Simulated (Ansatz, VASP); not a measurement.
**One calculation of SiO2, two programs**

```
Si O
1.0
    -1.69266    1.69266    4.30781
     1.69266   -1.69266    4.30781
     1.69266    1.69266   -4.30781
Si O
2 4
Direct
  0.00000 0.00000 0.00000
  0.75000 0.25000 0.50000
  0.95612 0.45612 0.50000
  0.20612 0.20612 0.00000
  0.54388 0.04388 0.50000
  0.79388 0.79388 0.00000
```

Alike in both runs: task single point; functional r2SCAN; k mesh 8 × 8 × 8; occupations gaussian, width 0.1 eV; no spin polarisation.

```csv
,VASP,Ansatz
version,VASP 6.6.1,Ansatz 0.2.0
potentials or method,"VASP PAW PBE potentials, release 64 (Si, O)","scalar-relativistic, plane waves, PAW"
plane-wave cutoff (eV),520,500
valence electrons in the cell,32,32
```

```tsv
	VASP	Ansatz	Ansatz less VASP
gap on the k mesh at the Fermi level (eV)	7.85	7.85	-0.003
least direct gap on the mesh (eV)	8.52	8.51	-0.003
pressure (GPa)	14.2	13.8	-0.47
largest component of the traceless stress (GPa)	9.12	9.46	+0.342
rms of the force components (eV/Å)	0.136	0.136	+0.0009
```

Atom by atom the forces differ by 0.001 eV/Å (rms over components).

Caveats: the PAW data sets were made with another functional, which shifts forces and pressure a little (VASP). A k mesh can miss the band edges.
